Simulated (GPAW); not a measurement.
Write an ASE script for GPAW 26.7.0 that does the following.

```
Task                : band structure
Functional          : revPBE
Potentials or basis : the program's PAW data sets (release 1.2.1) made for this functional
Cutoff              : 800 eV
Basis               : pw
k mesh              : 13 × 13 × 8
Occupations         : fermi-dirac, width 0.05 eV
Spin                : no spin polarisation
Maxiter             : 150
Band path           : GYFLI,I1ZF1,YX1,XGN,MG
Band points         : 100
```

The structure of C lies in POSCAR:

```
C
1.0
    2.1273203072     -1.2282824400      0.0000000000
    2.1273203072      1.2282824400      0.0000000000
   -1.3790696309      0.0000000000      3.5028300786
C
2
Direct
    0.1666444700      0.1666444700      0.9999069600
    0.8333555300      0.8333555300      0.0000930400
```

This is a stacking variant of graphite.

One way to write it, as run:

run.py

```python
from ase.dft.bandgap import bandgap
from ase.io import read, write
from ase.units import GPa
from gpaw import GPAW, PW

atoms = read('POSCAR')

calc = GPAW(mode=PW(800),
            xc='revPBE',
            kpts={'size': (13, 13, 8), 'gamma': True},
            occupations={'name': 'fermi-dirac', 'width': 0.05},
            nbands=11,
            convergence={'density': 1e-05, 'energy': 1e-05},
            maxiter=150,
            txt='gpaw.txt')
atoms.calc = calc
energy = atoms.get_potential_energy()
forces = atoms.get_forces()
stress = atoms.get_stress()
calc.write('gs.gpw')
write('result.traj', atoms)
print(f'Energy: {energy:.6f} eV')
print('Forces (eV/A):')
print(forces.round(4))
print('Stress (GPa):', (stress / GPa).round(3))
print('Fermi level:', round(calc.get_fermi_level(), 4), 'eV')
print(f'Gap: {bandgap(calc)[0]:.4f} eV, direct: {bandgap(calc, direct=True)[0]:.4f} eV')

path = atoms.cell.bandpath('GYFLI,I1ZF1,YX1,XGN,MG', npoints=100, eps=1e-4)
bs_calc = calc.fixed_density(kpts=path, symmetry='off', nbands=18,
                             convergence={'bands': 'CBM+6.0', 'eigenstates': 1e-6}, txt='bands.txt')
bs = bs_calc.band_structure()
bs.write('bs.json')
print(f'Gap on the path: {bandgap(bs_calc)[0]:.4f} eV')
```

Potentials or basis: the program's PAW data sets (release 1.2.1) made for this functional, pw.

Run with:

```sh
$ OMP_NUM_THREADS=1 python run.py
```

Results of the run:

```yaml
Pressure: 6.6 GPa
Largest_force: 0.005 eV/Å
Band_gap_along_the_path: 0.45 eV, direct
```

Caveat: this functional lacks dispersion, which binds the layers, so the pressure and a relaxed spacing across them are unreliable.

Run time: 67 s on 1 thread of Arm Neoverse V2 (shared host), peak memory 0.31 GiB.
